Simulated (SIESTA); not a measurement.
NbP: equation of state with PBEsol

The system is NbP.

```xyz
4
Lattice="-1.6749 1.6749 5.7401 1.6749 -1.6749 5.7401 1.6749 1.6749 -5.7401" Properties=species:S:1:pos:R:3 pbc="T T T"
Nb    1.6749    0.0000    2.8687
Nb    0.0000    0.0000    5.7387
P     0.0000    1.6749    3.8200
P     0.0000    0.0000    0.9500
```

The cell is a database's computed one.

- Program: SIESTA 5.4.2
- Task: equation of state
- Functional: PBEsol
- Potentials or basis: PseudoDojo 0.4 standard (PBEsol files)
- Basis: DZP (energy shift 0.003 Ry; two zetas on semicore shells)
- Grid cutoff: 800 Ry
- Energy shift: 0.003 Ry
- k mesh: 11 × 11 × 11
- Occupations: fermi-dirac, width 0.05 eV
- Spin: no spin polarisation

| Item | Value |
| --- | --- |
| Equilibrium volume | 15.72 Å³/atom |
| Bulk modulus at fixed shape and positions | 201 GPa |
| Pressure derivative of the bulk modulus | 4.5 (rough: it moves with the points fitted) |

Energy against volume, from the lowest point:
```csv
volume (Å³/atom),energy (meV/atom)
15.137,14.68
15.459,2.79
15.781,0.00
16.103,5.35
16.425,17.97
```

All runs of the series together: 34 min on 1 thread of Intel(R) Xeon(R) Platinum 8375C CPU @ 2.90GHz (Ice Lake) (shared host).

Caveat: the cell was scaled at fixed shape and fractional positions, which overstates the stiffness of a crystal with free parameters, most of all of layers and chains; the basis of atomic orbitals isn't converged, which shifts pressures, moduli and gaps.
